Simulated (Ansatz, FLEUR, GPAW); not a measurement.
# CoO: programs and potentials compared

```xyz
2
Lattice="0.0000 2.1315 2.1315 2.1315 0.0000 2.1315 2.1315 2.1315 0.0000" Properties=species:S:1:pos:R:3 pbc="T T T"
Co    0.0000    0.0000    0.0000
O     2.1315    2.1315    2.1315
```

Alike in all runs: task band structure; functional BLYP; k mesh 11 × 11 × 11; occupations fermi-dirac, width 0.05 eV; collinear spin, ferromagnetic start; no spin-orbit coupling. The measured crystal is an antiferromagnetic insulator; the state found here is the runs' own. Pressure is positive in compression and, in plane waves, holds the error of the finite cutoff, which Ansatz's Pulay term estimates and takes out.

```json
{"program and potentials": "Ansatz, Ansatz PAW", "plane-wave cutoff (eV)": "420", "notes": "potentials made for PBE, which Ansatz adapts in part; 11.5 valence electrons an atom on average; Pulay term of +0.91 GPa included", "pressure (GPa)": "4.93", "net moment per atom (μB)": "1.41"}
{"program and potentials": "FLEUR, all-electron, FLAPW", "plane-wave cutoff (eV)": "-", "notes": "-", "pressure (GPa)": "-", "net moment per atom (μB)": "1.41"}
{"program and potentials": "GPAW, PAW data sets generated for this functional", "plane-wave cutoff (eV)": "800", "notes": "7.5 valence electrons an atom on average", "pressure (GPa)": "5.30", "net moment per atom (μB)": "1.41"}
```

The pressure spans 4.93 (Ansatz, Ansatz PAW) to 5.30 GPa (GPAW, PAW data sets generated for this functional). All agree on the net moment per atom. Some sets were made for another functional than the one run, which can shift their rows. The state is the one that the start led to, which needn't be the lowest.

The functional is the same throughout but for its coding, so the spread measures potentials, basis and numerics; runs on potential files found faulty are left out.

The common moment of 1.41 μB per atom lies close to, but below, the spin-only value for high-spin Co²⁺ when shared over both atoms of the formula unit. A collinear insulator without spin-orbit coupling would have an integer moment per cell, so the shortfall suggests a metal in which both spin channels reach the Fermi level. This conflicts with the insulating character of real CoO. In cubic symmetry the minority t2g shell is only partly filled, and a semilocal functional lacks the orbital-dependent Coulomb splitting needed to separate its filled and empty states. Since the all-electron run gives the same moment, the fault probably lies with the functional and the imposed order rather than the potentials.

Both computed pressures are positive, so BLYP favours a larger cell for this state, in line with its usual tendency to underbind solids. Their modest difference may partly reflect which Co shells are treated as valence. Agreement on the moment says nothing about the exchange couplings that select the antiferromagnetic order.
